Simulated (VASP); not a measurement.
# CdSe: Born charges and dielectric tensor with LDA

Crystal: CdSe.

```
CELL_PARAMETERS angstrom
0.00000 3.01137 3.01137
3.01137 0.00000 3.01137
3.01137 3.01137 0.00000
ATOMIC_POSITIONS crystal
Cd 0.00000 0.00000 0.00000
Se 0.25000 0.25000 0.25000
```

Measurements of this composition are mostly on another form, of space group No. 186.

- Program: VASP 6.6.1
- Task: Born charges and dielectric tensor
- Functional: LDA
- Potentials or basis: VASP PAW LDA potentials, release 64 (Cd, Se)
- Cutoff: 350 eV
- k mesh: 10 × 10 × 10
- Occupations: gaussian, width 0.02 eV
- Spin: no spin polarisation
- Further INCAR settings: ALGO = Normal; EDIFF = 1e-08; IBRION = 8; NSW = 1

* Band gap on the k mesh: 0.42 eV, direct
* Electronic dielectric tensor (diagonal): 14.40
* Born charges (mean of the diagonal): Cd +2.30; Se -2.30 e
* Highest phonon frequency at Γ, LO-TO splitting left out: 176 cm⁻¹

Levels at points of the mesh, in eV from the valence-band top:
```csv
k point,band 7,band 8,band 9,band 10,band 11,band 12
"(0.00, 0.00, 0.00)",0.00,0.00,0.00,0.42,5.79,5.79
"(0.50, 0.00, 0.00)",-4.66,-0.81,-0.81,2.23,6.32,6.32
"(0.50, 0.50, 0.00)",-4.30,-1.99,-1.99,2.88,3.63,9.02
```

Phonon frequencies in cm⁻¹ (negative: imaginary):
```tsv
q point	frequencies
(0.000, 0.000, 0.000)	0 0 0 176 176 176
```

Electronic dielectric tensor:
```
14.40  0.00  0.00
 0.00 14.40  0.00
 0.00  0.00 14.40
```

Born effective charge tensors (e):
atom 1, Cd
```
2.30 0.00 0.00
0.00 2.30 0.00
0.00 0.00 2.30
```
atom 2, Se
```
-2.30  0.00  0.00
 0.00 -2.30  0.00
 0.00  0.00 -2.30
```

Run time: 4 min on 1 thread of Intel(R) Xeon(R) 6975P-C (Granite Rapids), with other jobs on the host, peak memory 0.31 GiB.

Caveat: the gap is small at this level, which inflates the dielectric constant. Expect the measured gap to be larger: semilocal functionals such as LDA lack the derivative discontinuity.
